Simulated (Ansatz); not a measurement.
**Strain and the gap of SrO (CsCl type)**

SrO, CsCl type, relaxed with r2SCAN in Ansatz. Space group Pm-3m (No. 221), cubic; a = 3.103 Å in the conventional setting, 14.94 Å³ an atom. Around Sr lie 8 O at 2.69 Å; around O lie 8 Sr at 2.69 Å.

The axes x, y and z are those of this cell:
```
CELL_PARAMETERS angstrom
3.10287 0.00000 0.00000
0.00000 3.10287 0.00000
0.00000 0.00000 3.10287
ATOMIC_POSITIONS crystal
Sr 0.00000 0.00000 0.00000
O 0.50000 0.50000 0.50000
```

Unstrained: PBE gives an indirect gap of 2.804 eV, from M to Γ; the least direct gap is 2.857 eV at Γ. With r2SCAN the valence top lies at M and the conduction bottom at Γ, 3.306 eV higher; the smallest vertical gap, at Γ, is 3.354 eV. HSE06 gives an indirect gap of 4.326 eV, from M to Γ; the least direct gap is 4.387 eV at Γ. Meshes: PBE 8×8×8, r2SCAN 8×8×8, HSE06 6×6×6. Strains are changes of length per length, and xy shears are angles. After each strain the atoms were relaxed again with r2SCAN within the symmetry that the strain leaves, so tilts or polar shifts that break it weren't tested; points keep the names that they have in the unstrained zone. No spin polarisation. The prototype was imposed, so other structures may be more stable.

Changes of the least gap in eV (an overlap counts as a negative gap):
```csv
strain,volume change (%),space group,PBE,r2SCAN,HSE06,"energy rise, r2SCAN (meV/atom)"
"epitaxial -1.09 % in the plane normal to [111], free normal strain +2.46 %",+0.2,R-3m,+0.014,+0.014,+0.013,0.0
"xy shear, engineering strain (angle) +5.52 %",-0.1,Cmmm,+0.010,+0.011,+0.010,0.4
uniaxial -2.41 % along x,-2.4,P4/mmm,-0.131,-0.128,-0.123,8.7
```

Epitaxial -1.09 % in the plane normal to [111], free normal strain +2.46 %. HSE06: the gap goes from 4.326 to 4.339 eV (+0.013 eV). Stress change with r2SCAN, compression positive: xx -0.09, yy -0.09, zz -0.09, xy +0.05, xz +0.05, yz +0.05 GPa.

Xy shear, engineering strain (angle) +5.52 %. HSE06: the gap goes from 4.326 to 4.336 eV (+0.010 eV). Stress change with r2SCAN, compression positive: xx +0.38, yy +0.38, zz +0.36, xy -0.19 GPa.

Uniaxial -2.41 % along x, other directions held. HSE06: the gap goes from 4.326 to 4.203 eV (-0.123 eV). Stress change with r2SCAN, compression positive: xx +7.85, yy +0.02, zz +0.02 GPa.

The meshes of the hybrids are coarse, so their gaps aren't converged to the digits shown.
